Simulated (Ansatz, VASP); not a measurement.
**Bi: VASP beside Ansatz**

File INCAR:

```
SYSTEM = Bi
PREC = Accurate
ENCUT = 600
EDIFF = 1E-6
ISMEAR = -1
SIGMA = 0.05
LREAL = .False.
LASPH = .True.
NELM = 80
ALGO = Normal
ISIF = 4
LWAVE = .False.
LCHARG = .False.
GGA = PE
IBRION = 2
NSW = 50
EDIFFG = -0.005
```

The input KPOINTS:

```
Automatic mesh
0
Gamma
  14 14 8
  0 0 0
```

The input POSCAR:

```
Bi
1.0
    3.2316912780      0.0000000000      0.0000000000
   -1.6158456390      2.7987267439      0.0000000000
    0.0000000000      0.0000000000      5.3278655174
Bi
2
Direct
    0.3333333333      0.6666666667      0.2500000000
    0.6666666667      0.3333333333      0.7500000000
```

Input for Ansatz:

```yaml
crystal:
  lattice:
    - [3.231691278, 0.0, 0.0]
    - [-1.615845639, 2.7987267439, 0.0]
    - [0.0, 0.0, 5.3278655174]
  atoms:
    - { symbol: Bi, position: [0.3333333333, 0.6666666667, 0.25] }
    - { symbol: Bi, position: [0.6666666667, 0.3333333333, 0.75] }
kpoints:
  mp_grid: { grid: [14, 14, 8] }
scf:
  occupations: { method: fermi_dirac, width: 0.05 }
hamiltonian:
  xc: pbe
  pseudopotentials: { kind: paw }
output:
  forces: true
  stress: true
relax:
  f_tol: 0.005
  max_steps: 30
  cell: { stress_tol: 0.15, fix: [volume] }
```

Alike in both runs: task relaxation of shape and atoms at fixed volume; functional PBE; k mesh 14 × 14 × 8; occupations fermi-dirac, width 0.05 eV; no spin polarisation.

|  | VASP | Ansatz |
| --- | --- | --- |
| version | VASP 6.6.1 | Ansatz 0.2.0 |
| potentials or method | VASP PAW PBE potentials, release 64 (Bi_d) | PAW with Ansatz's default frozen-core files, scalar-relativistic |
| plane-wave cutoff (eV) | 600 | 420 |
| valence electrons in the cell | 30 | 30 |

|  | VASP | Ansatz | Ansatz less VASP |
| --- | --- | --- | --- |
| relaxed volume (Å³/atom) | 24.09 | 24.09 | 0.000 |
| relaxed cell length with the largest relative difference (Å) | 5.275 | 5.276 | +0.0011 |
| energy change over the relaxation (meV/atom) | -1 | -1 | 0.0 |
